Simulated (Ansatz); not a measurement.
The cell is COD entry 9008681, as deposited and not checked against the literature; nothing was relaxed.

NaI: DFT, PBE, PAW with Ansatz's default frozen-core files, scalar-relativistic (Ansatz 0.2.0).

```yaml
crystal:
  lattice:
    - [0.0, 3.2364, 3.2364]
    - [3.2364, 0.0, 3.2364]
    - [3.2364, 3.2364, 0.0]
  atoms:
    - { symbol: Na, position: [0.0, 0.0, 0.0] }
    - { symbol: I, position: [0.5, 0.5, 0.5] }
kpoints:
  mp_grid: { grid: [7, 7, 7] }
  band_path:
    path:
      - [0.0, 0.0, 0.0]
      - [0.5, 0.0, 0.5]
      - [0.625, 0.25, 0.625]
      - [0.375, 0.375, 0.75]
      - [0.0, 0.0, 0.0]
      - [0.5, 0.5, 0.5]
      - [0.5, 0.25, 0.75]
      - [0.5, 0.0, 0.5]
    npoints: 8
scf:
  occupations: { method: fermi_dirac, width: 0.01 }
hamiltonian:
  xc: pbe
  pseudopotentials: { kind: paw }
output:
  forces: true
  stress: true
  eigenvalues: true
  efg: { contact_densities: true }
  populations: true
  bader: true
  dos: { projected: true, de: 0.2, e_range: [-14, 8] }
```

Output:

```
I: output.efg is read without spin–orbit coupling, which moves field gradients at and beside such atoms by some per cent and up to a factor of two; PAW files take it under magnetization.noncollinear and magnetization.spin_orbit
Engine: ansatz 0.2.0
Pseudopotentials: kind: paw
Pseudopotential: Na, paw, valence charge 9, recommended cutoff 420 eV (normal)
Pseudopotential: I, paw, valence charge 17, recommended cutoff 420 eV (normal)
Functional definition: PBE
  parameter kappa = 0.804
  parameter beta = 0.06672455060314922
  exchange = pbe_x(kappa = kappa, mu = beta*pi^2/3)
  correlation = pbe_c(beta = beta)
Crystal: 2 atoms, lattice volume = 67.798 Å³
Basis set: ecut = 420 eV, 1363 PW (Γ), exchange–correlation on 64×64×64 points (8 copies of the dense FFT grid, shifted against one another)
Bands: 17, of which v1, the nominal top of the filled ones, is band 13 counted from 1 (12 counted from 0)
Symmetry: 48 space group operations
Space group: Fm-3m (ITA 225), of the structure as read, at distance tolerance 4.1e-5 Å
k-points: 20 of 343
Non-local potential: Na, projectors of the file, l = 0: 3, l = 1: 2, l = 2: 1
Non-local potential: I, projectors of the file, l = 0: 2, l = 1: 2, l = 2: 2, l = 3: 2
PAW form: soft (Blöchl's): semilocal exchange-correlation on the pseudo side does not see the compensation charge
PAW one-centre angular grid: Na, 110 points (default); XC on 64 Gauss nodes
PAW one-centre angular grid: I, 590 points (default); XC on 64 Gauss nodes
Initial density: superposition of atomic densities (neutral atoms: chi_scale 0, normalization atom), corrected by the library's trained network
Initial wavefunctions: pseudopotential atomic-orbital guess
Functional: x = pbe(κ = 0.804, μ = 0.2195149727645171), c = pbe(β = 0.06672455060314922)
SCF iter   1: F=—  HF=-9001.882808 eV  |F-HF|=—  |Δ(HF+E_count)|=         —  Δρ=5.44e-4  dr2=4.25e-4  ethr=1.77e-3  ⟨swp⟩=6.2  Hψ=1849  notcnv=0
preconditioner: auto → none  [insulator: Δε(μ)=3.642 eV  Ē_g=10.594 eV  σ=0.010 eV  W_gap=1.00  n_scr=14 (ndim 8)  ℏωp=12.8 eV  f_vac=0.068  D(μ)=0.00/eV (n_scr^D=0)  ε∞_Penn≈2.4]
SCF iter   2: F=—  HF=-9001.883015 eV  |F-HF|=—  |Δ(HF+E_count)|=   2.07e-4  Δρ=8.00e-4  dr2=1.03e-3  ethr=1.64e-6  ⟨swp⟩=3.1  Hψ=940  notcnv=0
SCF iter   3: F=—  HF=-9001.882769 eV  |F-HF|=—  |Δ(HF+E_count)|=   2.46e-4  Δρ=4.85e-4  dr2=3.78e-4  ethr=1.64e-6  ⟨swp⟩=2.0  Hψ=491  notcnv=0
SCF iter   4: F=—  HF=-9001.882679 eV  |F-HF|=—  |Δ(HF+E_count)|=   9.06e-5  Δρ=1.71e-4  dr2=4.48e-5  ethr=1.46e-6  ⟨swp⟩=2.0  Hψ=497  notcnv=0
SCF iter   5: F=—  HF=-9001.882697 eV  |F-HF|=—  |Δ(HF+E_count)|=   1.84e-5  Δρ=3.32e-5  dr2=1.71e-6  ethr=1.72e-7  ⟨swp⟩=2.4  Hψ=628  notcnv=0
SCF iter   6: F=—  HF=-9001.882696 eV  |F-HF|=—  |Δ(HF+E_count)|=   6.14e-7  Δρ=1.44e-5  dr2=3.01e-7  ethr=6.58e-9  ⟨swp⟩=2.3  Hψ=501  notcnv=0
SCF iter   7: F=—  HF=-9001.882696 eV  |F-HF|=—  |Δ(HF+E_count)|=   7.85e-8  Δρ=8.05e-6  dr2=1.02e-7  ethr=3.85e-10  ⟨swp⟩=4.8  Hψ=1279  notcnv=0
SCF iter   8: F=-9001.882696 eV  HF=-9001.882696 eV  |F-HF|=7.11e-9  |Δ(HF+E_count)|=   3.38e-8  Δρ=2.40e-6  dr2=9.30e-9  ethr=3.85e-10  ⟨swp⟩=4.4  Hψ=1132  notcnv=0
SCF 1 converged in 8 iterations: F = -9001.882696 eV  dr2 = 9.30e-9
  greatest PAW one-centre occupation: 0.999 electrons in one spin orbital (limit 2), on the Na atom at site 0 (counted from 0), in its partial waves of l = 0
NSCF: frozen V_eff on 57 k-points
SCF converged after 8 iterations
Free energy (F): -9001.882696 eV
Harris-Foulkes:  -9001.882696 eV  (|F-HF|=7.11e-9)
Internal energy: -9001.882696 eV  (E = F + TS)
E sigma→0 (E₀):  -9001.882696 eV
Fermi energy:    4.860783 eV
--- Per-component energies (eV) ---
  E_band       = -614.428460
  E_kinetic    = 309.813667
  E_local      = -3350.232334  (includes V_loc(G=0)·N_el)
  E_nonlocal   = 24.968586
  E_hartree    = 1519.071914
  E_xc         = -167.305441
  E_vxc        = -179.044096  (∫ρ·V_xc dr)
  E_paw        = -5080.348930  (= ΣΔE_a)
  E_vpaw       = -458.072823  (= ΣTr[D̂ρ^β])
  E_aug_tail   = -0.000041  (compensation charges beyond the density's cutoff)
  E_ewald      = -2257.850118
  E_smearing   = -0.000000  (= −TS)
  E_closure    = 0.000000  (closes the sum)
  Σ components = -9001.882696   (vs F -9001.882696, Δ=0.00e0)
--- Forces (eV/Å), atoms counted from 1 ---
  atom   1  Na    -0.00000000    -0.00000000    -0.00000000
  atom   2  I      0.00000000    -0.00000000    -0.00000000
  max |Σ_I F_I| component: 5.99e-29 eV/Å
--- Stress (GPa, compression-positive) ---
        0.418095       0.000000      -0.000000
       -0.000000       0.418095       0.000000
        0.000000       0.000000       0.418095
  P = ⅓ Tr σ = 0.4181 GPa (4.181 kbar)
--- PAW observables at the nuclei: V_zz in 10²¹ V/m², potentials from the cell's mean, atoms counted from 1 ---
  atom   1  Na V_zz =    -0.000000   η = 0.0000   by run symmetry: forbidden
            electrostatic potential = -976.212726 V   contact ρ = 5904.316725 e/Å³
  atom   2  I  V_zz =    -0.000000   η = 0.0000   by run symmetry: forbidden
            electrostatic potential = -8885.100533 V   contact ρ = 1603914.270763 e/Å³
--- Band table (eV; the first three rows and the last of 20) ---
  k-point 0: bands = ["-47.4897", "-40.0186", "-40.0186", "-40.0152", "-40.0152", "-40.0152", "-19.4034", "-19.4034", "-19.4034", "-7.9836", "3.0331", "3.0331", "3.0331", "6.6773", "10.9945", "10.9945", "10.9945"]
  k-point 1: bands = ["-47.4896", "-40.0186", "-40.0186", "-40.0152", "-40.0152", "-40.0152", "-19.4044", "-19.4034", "-19.4034", "-7.9284", "2.4596", "2.9763", "2.9763", "7.3210", "10.5622", "11.1696", "11.1696"]
  k-point 2: bands = ["-47.4896", "-40.0186", "-40.0186", "-40.0151", "-40.0151", "-40.0151", "-19.4066", "-19.4035", "-19.4035", "-7.7986", "1.5269", "2.8558", "2.8558", "8.0745", "10.7184", "10.9092", "10.9092"]
  k-point 19: bands = ["-47.4896", "-40.0186", "-40.0186", "-40.0151", "-40.0151", "-40.0150", "-19.4063", "-19.4063", "-19.4048", "-7.5927", "1.5488", "1.6096", "2.2795", "8.7586", "10.0656", "10.9877", "11.3517"]
--- Löwdin populations: 2 sites ---
  site symbol       q [e]
     0     Na      8.3660
     1      I     17.5936
  spilling = 0.001555 (of n_electrons = 26.000000)
--- Bader charges: 2 sites ---
  site symbol  charge [e]  shift [e]
     0     Na      0.8524     0.0000
     1      I     -0.8524     0.0000
  estimated error of the sums over rays = 5.5e-5 e
```

populations.tsv:

```
# site	symbol	l	j	q
# orbitals = lowdin
# n_electrons = 26.000000
# spilling = 0.001555
0	Na	0_2S	-	1.997082
0	Na	0_3S	-	0.369363
0	Na	1_2P	-	5.999527
1	I	0_5S	-	1.911803
1	I	1_5P	-	5.682223
1	I	2_4D	-	9.999579
```

bader_charges.tsv:

```
# site	symbol	x_ang	y_ang	z_ang	partial_charge_e	electrons	volume_ang3	relative_density_drop	shared_charge_e	partial_wave_shift_e
# quadrature_error_electrons = 5.5e-5
0	Na	0.0000	0.0000	0.0000	0.85240	10.14760	10.77	-	0.85240	0.00001
1	I	3.2364	3.2364	3.2364	-0.85240	53.85240	57.03	-	-0.85240	0.00001
```
